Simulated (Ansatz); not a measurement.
SiNi:

```xyz
8
Lattice="4.5037 0.0000 0.0000 0.0000 4.5037 0.0000 0.0000 0.0000 4.5037" Properties=species:S:1:pos:R:3 pbc="T T T"
Ni    0.6733    0.6733    0.6733
Ni    2.9252    1.5785    3.8304
Ni    3.8304    2.9252    1.5785
Ni    1.5785    3.8304    2.9252
Si    3.8139    3.8139    3.8139
Si    1.5620    2.9417    0.6898
Si    0.6898    1.5620    2.9417
Si    2.9417    0.6898    1.5620
```

The cell is a database's computed one.

| Property | Result |
| --- | --- |
| Program | Ansatz 0.2.0 |
| Task | relaxation of cell and atoms |
| Functional | BLYP |
| Dispersion | D3(BJ) |
| Potentials or basis | Ansatz PAW |
| Cutoff | 420 eV (not typed: the program's choice for these potentials) |
| k mesh | 6 × 6 × 6 |
| Occupations | fermi-dirac, width 0.05 eV |
| Spin | collinear spin, ferromagnetic start |
| Starting moments | [1.0, 1.0, 1.0, 1.0, 0.0, 0.0, 0.0, 0.0] μB |

At the start: volume 11.42 Å³/atom.

Task: How do energy, volume and symmetry change on relaxing?

Result: It ends after 5 steps and the volume is 11.09 Å³/atom (-2.8 %); space group P2_13 (No. 198, to 0.05 Å); moment 0.00 μB per cell.

Step by step:
| step | energy change (eV) | largest force (eV/Å) | volume (Å³) |
| --- | --- | --- | --- |
| 1 | 0.0000 | 0.0620 | 91.35 |
| 2 | -0.0309 | 0.0369 | 90.05 |
| 3 | -0.0420 | 0.0048 | 88.66 |
| 4 | -0.0421 | 0.0006 | 88.76 |
| 5 | -0.0412 | 0.0006 | 88.76 |

Final structure:
```
Ni Si
1.0
     4.46065    0.00000    0.00000
     0.00000    4.46065    0.00000
     0.00000    0.00000    4.46065
Ni Si
4 4
Cartesian
  0.6688 0.6688 0.6688
  2.8991 1.5616 3.7919
  3.7919 2.8991 1.5616
  1.5616 3.7919 2.8991
  3.7749 3.7749 3.7749
  1.5446 2.9161 0.6858
  0.6858 1.5446 2.9161
  2.9161 0.6858 1.5446
```

Caveat: the plane-wave basis is chosen anew once the cell has moved, so the energies of steps on either side of that aren't comparable; pairwise dispersion overbinds metals, which lowers pressure and volume; the PAW data sets come from PBE, with cores solved anew for the run's functional, which leaves a small shift of forces and pressure; the starting moments weren't kept.
